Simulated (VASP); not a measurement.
# KI (Fm-3m): thermal expansion, part 2 of 2

How fast does KI expand on heating, by the quasi-harmonic approximation? The start is a cell from a database of measured crystal structures.

VASP 6.6.1; PBEsol; plane waves and PAW (K_sv, I).

So far. Step 10 (Static energy at fixed volume, volume scale 0.98): Little changed from the start: no atom moved by 0.005 Å and no cell edge by 0.1 %.

## Step 15: The series together

Times are for 12 MPI ranks of Intel Xeon Platinum 8375C at 2.90GHz (Ice Lake), shared host. The series side by side:

```csv
no.,volume scale,energy at zero smearing (eV),pressure (GPa),time,memory (GiB)
1,0.98,-5.815,0.2637,7 s,2.4
2,1,-5.816,0.004050,9.4 s,2.3
3,1.02,-5.815,-0.2261,13 s,2.6
4,1.04,-5.812,-0.4301,12 s,2.7
5,1.06,-5.806,-0.6113,11 s,2.7
6,1.08,-5.799,-0.7726,12 s,2.7
```

## Step 16: Force constants in the supercell, volume scale 1.08

System of this step: KI. Symmetry: Fm-3m, No. 225, cubic system. Conventional cell: a = 7.196 Å, b = 7.196 Å, c = 7.196 Å, α = 90.00°, β = 90.00°, γ = 90.00°. K has 6 I at 3.60 Å nearest. Nearest to I lie 6 K at 3.60 Å. Farther neighbours and most contacts between anions are not listed.

INCAR

```
SYSTEM = KI
PREC = Accurate
ENCUT = 400
EDIFF = 1E-07
NELM = 100
ISMEAR = 0
SIGMA = 0.05
LREAL = .FALSE.
ALGO = Normal
GGA = PS
NBANDS = 80
LWAVE = .FALSE.
LCHARG = .FALSE.
KPAR = 4
IBRION = 6
NSW = 1
NFREE = 2
POTIM = 0.015
ISIF = 0
ADDGRID = .TRUE.
```

POSCAR

```
KI
1.0
    0.0000000000      7.1957147014      7.1957147014
    7.1957147014      0.0000000000      7.1957147014
    7.1957147014      7.1957147014      0.0000000000
K I
8 8
Direct
    0.0000000000      0.0000000000      0.0000000000
    0.0000000000      0.0000000000      0.5000000000
    0.0000000000      0.5000000000      0.0000000000
    0.0000000000      0.5000000000      0.5000000000
    0.5000000000      0.0000000000      0.0000000000
    0.5000000000      0.0000000000      0.5000000000
    0.5000000000      0.5000000000      0.0000000000
    0.5000000000      0.5000000000      0.5000000000
    0.2500000000      0.2500000000      0.2500000000
    0.2500000000      0.2500000000      0.7500000000
    0.2500000000      0.7500000000      0.2500000000
    0.2500000000      0.7500000000      0.7500000000
    0.7500000000      0.2500000000      0.2500000000
    0.7500000000      0.2500000000      0.7500000000
    0.7500000000      0.7500000000      0.2500000000
    0.7500000000      0.7500000000      0.7500000000
```

KPOINTS

```
Automatic mesh
0
Gamma
2 2 2
0 0 0
```

PAW data sets: K_sv and I (PBE family, release 64).

The run is started by

```console
> mpirun -np 12 vasp_std
```

Run time: 4.8 min. Hardware: 12 MPI ranks of Intel Xeon Platinum 8375C at 2.90GHz (Ice Lake), shared host; peak memory 8.7 GiB; 57 min of CPU time.

Table of vibrational free energy by temperature:

```
temperature (K)  vibrational free energy (meV/atom)
              0                                11.8
             40                                10.0
             80                                2.18
            120                               -10.4
            160                               -26.2
            200                               -44.6
            240                               -65.0
            280                               -87.1
            320                                -111
            360                                -136
            400                                -162
            440                                -189
            480                                -217
            520                                -246
```

## Step 17: Side by side

Times are for 12 MPI ranks of Intel Xeon Platinum 8375C at 2.90GHz (Ice Lake), shared host. The runs compared:

```csv
no.,volume scale,free energy 300 (meV/atom),zero point energy (meV/atom),highest frequency (cm⁻¹),time,memory (GiB)
1,0.98,-86.00,14.20,131.2,3 min,7.5
2,1,-88.52,13.67,127.6,5.8 min,8.5
3,1.02,-90.97,13.19,124.5,5.7 min,8.4
4,1.04,-93.56,12.71,121.5,4.9 min,8.7
5,1.06,-96.15,12.24,118.6,4.3 min,8.7
6,1.08,-98.77,11.79,115.8,4.8 min,8.7
```

The runs together. Vibrational free energy against temperature; values in meV/atom:

| temperature (K) | 0.98 | 1 | 1.02 | 1.04 | 1.06 | 1.08 |
| --- | --- | --- | --- | --- | --- | --- |
| 0 | 14.2 | 13.7 | 13.2 | 12.7 | 12.2 | 11.8 |
| 40 | 12.8 | 12.2 | 11.7 | 11.1 | 10.6 | 10.0 |
| 80 | 6.14 | 5.34 | 4.56 | 3.76 | 2.97 | 2.18 |
| 120 | -4.91 | -6.00 | -7.05 | -8.16 | -9.26 | -10.4 |
| 160 | -19.2 | -20.6 | -21.9 | -23.4 | -24.8 | -26.2 |
| 200 | -35.9 | -37.7 | -39.3 | -41.1 | -42.8 | -44.6 |
| 240 | -54.7 | -56.8 | -58.7 | -60.8 | -62.9 | -65.0 |
| 280 | -75.2 | -77.6 | -79.8 | -82.3 | -84.7 | -87.1 |
| 320 | -97.1 | -99.8 | -102 | -105 | -108 | -111 |
| 360 | -120 | -123 | -126 | -129 | -132 | -136 |
| 400 | -145 | -148 | -151 | -155 | -158 | -162 |
| 440 | -170 | -174 | -177 | -181 | -185 | -189 |
| 480 | -196 | -200 | -204 | -208 | -213 | -217 |
| 520 | -224 | -228 | -232 | -237 | -241 | -246 |

## Step 18: Thermal expansion

This step: quasi-harmonic approximation, PBEsol, no electronic free energy; plane waves and PAW (VASP 6.6.1).

At each temperature the sum of static and vibrational free energy is fitted against volume; its minimum is the volume at that temperature.

Derived from the runs above.

This step gave:

```yaml
volume_expansion_300: 167.7 1e-6/K
volume_300: 45.13 Å³/atom
bulk_modulus_300: 9.325 GPa
heat_capacity_p_300: 26.83 J/K/mol of atoms
static_volume: 43.18 Å³/atom
```

The volume by temperature:

```
temperature (K)  volume (Å³/atom)
              0              43.5
             20              43.5
             40              43.6
             60              43.6
             80              43.7
            100              43.8
            120              43.9
            140              44.0
            160              44.2
            180              44.3
            200              44.4
            220              44.6
            240              44.7
            260              44.8
            280              45.0
            300              45.1
            320              45.3
```

Table of volume expansion coefficient by temperature:

| temperature (K) | volume expansion coefficient (1e-6/K) |
| --- | --- |
| 40 | 64.9 |
| 60 | 93.4 |
| 80 | 111 |
| 100 | 121 |
| 120 | 128 |
| 140 | 134 |
| 160 | 139 |
| 180 | 143 |
| 200 | 147 |
| 220 | 151 |
| 240 | 155 |
| 260 | 159 |
| 280 | 163 |
| 300 | 168 |
| 320 | 169 |

The isothermal bulk modulus by temperature:

| temperature (K) | isothermal bulk modulus (GPa) |
| --- | --- |
| 0 | 11.8 |
| 20 | 11.8 |
| 40 | 11.7 |
| 60 | 11.6 |
| 80 | 11.4 |
| 100 | 11.2 |
| 120 | 11.0 |
| 140 | 10.8 |
| 160 | 10.7 |
| 180 | 10.5 |
| 200 | 10.3 |
| 220 | 10.1 |
| 240 | 9.90 |
| 260 | 9.71 |
| 280 | 9.52 |
| 300 | 9.32 |
| 320 | 9.13 |

The heat capacity by temperature; values in J/K/mol of atoms:

```
temperature (K)    Cp    Cv
              0     0     0
             20  6.42  6.42
             40  14.8  14.8
             60  19.4  19.2
             80  21.7  21.4
            100  23.0  22.6
            120  23.9  23.3
            140  24.4  23.7
            160  24.9  24.0
            180  25.2  24.2
            200  25.5  24.3
            220  25.8  24.5
            240  26.1  24.5
            260  26.3  24.6
            280  26.6  24.7
            300  26.8  24.7
            320  27.0  24.7
```

## Step 19: Results

| Quantity | Value |
| --- | --- |
| volume expansion at 300 K | 168 1e-6/K |
| volume at 300 K | 45.1 Å³/atom |
| bulk modulus at 300 K | 9.32 GPa |
| heat capacity at constant pressure, 300 K | 26.8 J/K/mol of atoms |

What this shows: The volume grows by 168 millionths per kelvin at 300 K, and lies 4.5 % above the static minimum there. The vibrational free energies scatter by 0.02 meV/atom about their fit near 300 K. A fit linear in ln V would give 148 millionths per kelvin and 10.2 GPa at 300 K, which shows how far the choice of fit matters. Phonon-phonon terms beyond the change with volume and the long-range dipole term are left out, and the supercell is small, so the curves are least sure at high temperature.

[Lines on the potential files, build, host, timing and source positions are cut from VASP's logs without a mark.]

[Logs are printed without paths, hosts, clocks, repeated set-up lines and the standing remarks that a program may print on its own settings, such as how far it seeks lower states.]

[Hosts, paths, dates, database ids (printed as entryN), source tags and the programs' standing remarks are cut or masked in the printed files.]

[In band tables of VASP the shares of atoms and orbitals are scaled to a sum of 1 inside the atoms' spheres.]
